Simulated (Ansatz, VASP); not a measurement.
## One calculation of MgO, two programs

Contents of INCAR:

```
ALGO     = Normal         # electronic algorithm
EDIFF    = 1E-7           # SCF threshold, eV
ENCUT    = 520            # plane-wave cutoff, eV
GGA      = PE             # functional
ISIF     = 2              # what is computed and relaxed
ISMEAR   = -1             # smearing method
LASPH    = T              # aspherical terms in the spheres
LCHARG   = F              # write CHGCAR
LREAL    = F              # projectors in reciprocal space
LWAVE    = F              # write WAVECAR
NBANDS   = 16             # bands
NELM     = 80             # most SCF steps
PREC     = Accurate       # precision mode
SIGMA    = 0.05           # smearing width, eV
```

The input KPOINTS:

```
k-points
0
Gamma
  9 9 6
```

Contents of POSCAR:

```
MgO
1.0
    3.3296934990      0.0000000000      0.0000000000
   -1.6648467495      2.8835991569      0.0000000000
    0.0000000000      0.0000000000      5.0158818481
Mg O
2 2
Direct
    0.6666666667      0.3333333333      0.5021597400
    0.3333333333      0.6666666667      0.0021597400
    0.6666666667      0.3333333333      0.9024402600
    0.3333333333      0.6666666667      0.4024402600
```

input.yaml

```yaml
crystal:
  lattice:
    - [3.329693499, 0.0, 0.0]
    - [-1.6648467495, 2.8835991569, 0.0]
    - [0.0, 0.0, 5.0158818481]
  atoms:
    - { symbol: Mg, position: [0.6666666667, 0.3333333333, 0.50215974] }
    - { symbol: Mg, position: [0.3333333333, 0.6666666667, 0.00215974] }
    - { symbol: O, position: [0.6666666667, 0.3333333333, 0.90244026] }
    - { symbol: O, position: [0.3333333333, 0.6666666667, 0.40244026] }
hamiltonian:
  xc: pbe
  pseudopotentials: { kind: paw }
kpoints:
  mp_grid: { grid: [9, 9, 6] }
scf:
  occupations: { method: fermi_dirac, width: 0.05 }
output:
  forces: true
  stress: true
  eigenvalues: true
  write_density: true
  write_potential: true
  elf: true
  volumetric_format: npy
```

Change from the starting cell: volume scaled by 1.02.

Alike in both runs: task single point; functional PBE; k mesh 9 × 9 × 6; occupations fermi-dirac, width 0.05 eV; no spin polarisation.

|  | VASP | Ansatz |
| --- | --- | --- |
| version | VASP 6.6.1 | Ansatz 0.2.0 |
| potentials or method | VASP PAW PBE potentials, release 64 (Mg, O) | Ansatz PAW |
| plane-wave cutoff (eV) | 520 | 420 |
| valence electrons in the cell | 16 | 32 |

```tsv
	VASP	Ansatz	Ansatz less VASP
gap on the k mesh at the Fermi level (eV)	3.36	3.37	+0.019
least direct gap on the mesh (eV)	3.36	3.37	+0.019
pressure (GPa)	0.5	0.9	+0.40
largest component of the traceless stress (GPa)	0.40	0.36	-0.032
rms of the force components (eV/Å)	0.016	0.015	-0.0005
```

Atom by atom the forces differ by 0.000 eV/Å (rms over components). The two sets of potentials don't hold the same shells in valence.

Caveats: an odd mesh through Γ misses points on the zone boundary, where band edges often lie (VASP); odd divisions of the mesh miss points on the zone boundary, where band edges often lie, so the gap on the mesh can be too wide (Ansatz); the pressure holds a Pulay correction of +0.5 GPa for the finite cutoff (Ansatz).
